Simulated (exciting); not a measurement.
Sn, 1 atom in the cell. The typed cell holds 1 atom: a = 3.234 Å, b = 3.520 Å, c = 3.421 Å, α = 119.67°, β = 114.67°, γ = 94.75°. This isn't the form of Sn at room conditions, which is tetragonal (white tin).

| Quantity | Value |
| --- | --- |
| Program | exciting (release sodium) |
| Task | single point |
| Functional | PBEsol |
| Potentials or basis | all-electron LAPW+lo, shipped species files, valence relativity iora* |
| rgkmax | 9 |
| k mesh | 10 × 9 × 10 |
| Occupations | fermi-dirac, width 0.05 eV |
| Spin | no spin polarisation |
| gmaxvr (cutoff of density and potential) | 14 1/bohr |
| lmaxapw (and lmaxmat) | 10 |
| lmaxvr | 8 |
| nempty | 8 |
| Valence relativity | iora* |
| epsengy | 1e-05 Ha |
| epspot | 1e-05 Ha |
| maxscl | 60 |
| Muffin-tin radii | Sn 2.3 bohr |

Potentials or basis: all-electron LAPW+lo, shipped species files, valence relativity iora*.

Command:

```console
$ OMP_NUM_THREADS=1 exciting_smp
```

Hardware: 1 thread of Intel(R) Xeon(R) 6975P-C (Granite Rapids), on a shared host.

**Question.** Estimate the wall time of this run.

**Answer.** Wall time 2.9 min on 1 thread of Intel(R) Xeon(R) 6975P-C (Granite Rapids), with other jobs on the host, peak memory 0.12 GiB. Counts: scf iterations 12, plane waves 203.
